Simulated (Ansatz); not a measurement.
L1₀ (CuAu-type) CoPt, treated with r²SCAN in Ansatz (PAW).

Run with plane-wave cutoff 560 eV, 20×20×16 k mesh (along the axes of the cell as run), Fermi–Dirac smearing 0.05 eV, spin-polarised with parallel moments, scalar-relativistic PAW data made under PBE.

Shape and atoms are relaxed at each volume.

Pressure at four volumes; x = ln(V/13.356 Å³). One pressure is withheld.

```tsv
V (Å³/atom)	x	P (GPa)
12.822	-0.0408	?
13.089	-0.0202	4.82
13.356	0.0000	0.00
13.891	0.0393	-8.11
```

Q: Pass a parabola P(x) through the three rows shown, estimate the bulk modulus and its pressure derivative near zero pressure, and predict the withheld pressure.

A: Slopes between the rows: (0.00 − (4.82))/(0.0000 − (-0.0202)) = -238.61 and (-8.11 − (0.00))/(0.0393 − (0.0000)) = -206.36 GPa. Their difference over the span 0.0595 is c = 32.25/0.0595 = 542.0 GPa, so P(x) = 4.82 + (-238.61)(x − (-0.0202)) + 542.0 (x − (-0.0202))(x − (0.0000)). At the middle row B = −dP/dx = −[-238.61 + 542.0 × 0.0202] = 227.7 GPa, and B′ = dB/dP = 2c/B = 4.8. At x = -0.0408 the parabola gives 10.19 GPa; the run gives 10.28 GPa. The Birch–Murnaghan fit to the energies at all volumes has B0 = 227 GPa and B′ = 4.9.

Spin–orbit coupling is not included.

Ansatz is an electronic-structure program.
